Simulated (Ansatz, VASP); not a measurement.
# PbS: VASP beside Ansatz

```xyz
2
Lattice="0.0000 2.9249 2.9249 2.9249 0.0000 2.9249 2.9249 2.9249 0.0000" Properties=species:S:1:pos:R:3 pbc="T T T"
Pb    0.0000    0.0000    0.0000
S     2.9249    2.9249    2.9249
```

Change from the starting cell: volume scaled by 0.96, crystal datasets.

Alike in both runs: task electric field gradients; functional PBE; k mesh 8 × 8 × 8; occupations fermi-dirac, width 0.01 eV; no spin polarisation.

|  | VASP | Ansatz |
| --- | --- | --- |
| version | VASP 6.6.1 | Ansatz 0.2.0 |
| potentials or method | VASP PAW PBE potentials, release 64 (Pb_d, S), cutoff 520 eV | all-electron PAW with datasets made for the crystal, scalar-relativistic |

```tsv
	VASP	Ansatz	Ansatz less VASP
pressure (GPa)	5.0	5.1	+0.09
Vzz of the field gradient on the site that differs most (V/Å²)	0.0	0.0	0.00
```

Ansatz ran all-electron here, so the differences hold the error of VASP's frozen core and of both bases. Ansatz warned: «gradients_without_spin_orbit».
